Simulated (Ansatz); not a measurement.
## All-electron card of SnS$_{2}$

```
CELL_PARAMETERS angstrom
3.59830 0.00000 0.00000
-1.79915 3.11622 0.00000
0.00000 0.00000 5.49400
ATOMIC_POSITIONS crystal
Sn 0.00000 0.00000 0.00000
S 0.66667 0.33333 0.26390
S 0.33333 0.66667 0.73610
```

Atom numbers follow the list: Sn1, S2, S3.

The conventional cell has a = 3.598 Å, b = 3.598 Å, c = 5.494 Å, α = 90.00°, β = 90.00°, γ = 120.00°. Around Sn (atom 1) lie 6 S at 2.53 Å. S (atom 2) is surrounded by 3 Sn at 2.53 Å.

The geometry is COD entry 7038081, unchecked; take it as a test cell.

Spin–orbit coupling is left out, though it moves levels of the heavy atoms by tenths of an eV or more.

Levels of theory: DFT, PBEsol, all-electron LAPW, scalar-relativistic (Ansatz 0.2.0); DFT, PBEsol, PAW with Ansatz's default frozen-core files, scalar-relativistic (Ansatz 0.2.0).

For LAPW: a Γ-centred 10×10×6 k mesh, Fermi–Dirac smearing of 0.01 eV, basis error target 1 meV/atom, no spin polarisation. PAW takes a cutoff of 420 eV at this cell (files made with PBE, cores remade for this functional). The Ansatz runs share mesh, smearing and spin set-up. Values come from LAPW unless marked.

```json
{"Pressure at this cell": "5.56 GPa", "Band gap": "0.99 eV", "Stress xx, yy, zz (compression positive)": "5.37, 5.37, 5.93 GPa", "Largest force": "0.348 eV/Å on S2", "Smallest direct gap on the path": "1.70 eV", "Löwdin charges (with 0.15 e of the cell spilling out of the atomic basis, so their sizes and signs hang on that basis)": "Sn1 0.72, S2 -0.28 e", "Bader charges (from the PAW run)": "Sn1 +1.53, S2 -0.77 e", "Volume per atom": "20.53 Å³"}
```
